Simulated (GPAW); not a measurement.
The system is InPd.

```xyz
2
Lattice="3.2719 0.0000 0.0000 0.0000 3.2719 0.0000 0.0000 0.0000 3.2719" Properties=species:S:1:pos:R:3 pbc="T T T"
In    0.0000    0.0000    0.0000
Pd    1.6359    1.6359    1.6359
```

The cell comes from a database or a generator and needn't be the stable form of this composition.

- Program: GPAW 26.7.0
- Task: relaxation of cell and atoms
- Functional: LDA
- Potentials or basis: the program's PAW data sets (release 1.2.1) made for this functional
- Cutoff: 600 eV
- Basis: pw
- k mesh: 8 × 8 × 8
- Occupations: fermi-dirac, width 0.05 eV
- Spin: no spin polarisation

At the start: pressure -7.2 GPa; volume 17.51 Å³/atom.

Question: How do energy, volume and symmetry change on relaxing?

Answer: Over 9 steps the energy falls by 21.8 meV/atom and the volume is 16.57 Å³/atom (-5.4 %); space group Pm-3m (No. 221, to 0.05 Å).

The path:
```tsv
step	energy change (eV)	largest force (eV/Å)	pressure (GPa)	volume (Å³)
1	0.0000	0.0000	-7.20	35.03
2	-0.0166	0.0000	-5.82	34.62
3	-0.0368	0.0000	-3.09	33.89
4	-0.0433	0.0000	0.72	33.01
5	-0.0434	0.0000	0.68	33.02
6	-0.0434	0.0000	0.59	33.04
7	-0.0435	0.0000	0.47	33.07
8	-0.0436	0.0000	0.33	33.10
9	-0.0437	0.0000	0.16	33.13
```

Final structure:
```
CELL_PARAMETERS angstrom
3.21182 0.00000 0.00000
0.00000 3.21182 0.00000
0.00000 0.00000 3.21182
ATOMIC_POSITIONS crystal
In 0.00000 0.00000 0.00000
Pd 0.50000 0.50000 0.50000
```

Caveat: later steps reuse the first step's grids.
